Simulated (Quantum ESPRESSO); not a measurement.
# CsPbCl3 under changes of volume

One of the cells (35.217 Å³/atom); the others are scaled copies at fixed shape and fractional positions:

```xyz
5
Lattice="5.6050 0.0000 0.0000 0.0000 5.6050 0.0000 0.0000 0.0000 5.6050" Properties=species:S:1:pos:R:3 pbc="T T T"
Pb    2.8025    2.8025    2.8025
Cs    0.0000    0.0000    0.0000
Cl    2.8025    0.0000    2.8025
Cl    0.0000    2.8025    2.8025
Cl    2.8025    2.8025    0.0000
```

| Property | Result |
| --- | --- |
| Program | Quantum ESPRESSO 7.5 |
| Functional | PBE |
| Potentials or basis | SSSP 1.3 efficiency PBE |
| Cutoff | 748 eV |
| Density cutoff | 5987 eV |
| k mesh | 5 × 5 × 5 |
| Occupations | fermi-dirac, width 0.05 eV |
| Spin | no spin polarisation |

```csv
volume (Å³/atom),energy over the lowest point (meV/atom),pressure (GPa),gap on the mesh (eV)
33.104,?,?,?
33.809,33.44,3.0,2.86
34.513,21.52,2.3,2.91
35.217,12.49,1.7,2.96
35.922,6.07,1.2,3.01
36.626,1.98,0.6,3.04
37.330,0.00,0.2,3.08
```

Problem. What does the run at 33.104 Å³/atom give?

Solution. Energy over the lowest point 48.59 meV/atom; pressure 3.8 GPa; gap on the mesh 2.81 eV.

Worked out: A Birch-Murnaghan fit of order 3 (a polynomial in V^(-2/3)) to the other rows has its minimum at 37.72 Å³/atom, just outside them, with B0 = V·E''(V) = 22 GPa and B' = 4.7. It gives 48.62 meV/atom at 33.104 Å³/atom, against the run's 48.59, and -dE/dV = 3.8 GPa, against 3.8. A parabola through the other rows of the gap, of slope 2.9 eV per unit of ln V (its deformation potential) there, extrapolates to 2.80 eV, against the run's 2.81.

Energies are extrapolated to zero smearing.

Caveats: spin-orbit coupling is left out, which as a rule narrows the gap of such compounds by several tenths of an eV; an odd mesh through Γ misses points on the zone boundary, where band edges often lie.
